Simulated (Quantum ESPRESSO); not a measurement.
Crystal: CoO.

```xyz
2
Lattice="0.0000 2.1315 2.1315 2.1315 0.0000 2.1315 2.1315 2.1315 0.0000" Properties=species:S:1:pos:R:3 pbc="T T T"
Co    0.0000    0.0000    0.0000
O     2.1315    2.1315    2.1315
```

Base run:

- Program: Quantum ESPRESSO 7.5
- Functional: PBE
- Potentials or basis: PseudoDojo 0.4.1 SR PBE standard
- Cutoff: 1306 eV
- Density cutoff: 5225 eV
- k mesh: 11 × 11 × 11
- Occupations: fermi-dirac, width 0.05 eV
- Spin: collinear spin, ferromagnetic start
- Starting moments: [2.0, 0.0] μB

Its results: band gap on the k mesh none (metal or under the smearing width); pressure -2.0 GPa; net moment 2.99 μB per cell; site moments Co +2.54; O +0.35 μB.

The run is repeated on the same cell with these changes: functional from PBE to PBEsol; potentials or basis from PseudoDojo 0.4.1 SR PBE standard to PseudoDojo 0.4.1 SR PBEsol standard. What comes out?

Band gap on the k mesh none (metal or under the smearing width); pressure -11.1 GPa; net moment 2.98 μB per cell; site moments Co +2.52; O +0.36 μB.

Caveats: a cell with one magnetic atom can't hold antiferromagnetic order, which such compounds often take; semilocal functionals often make such compounds metallic where correlation or magnetic order opens a gap, which also shifts bond lengths.

Not every run made on this cell is shown here.
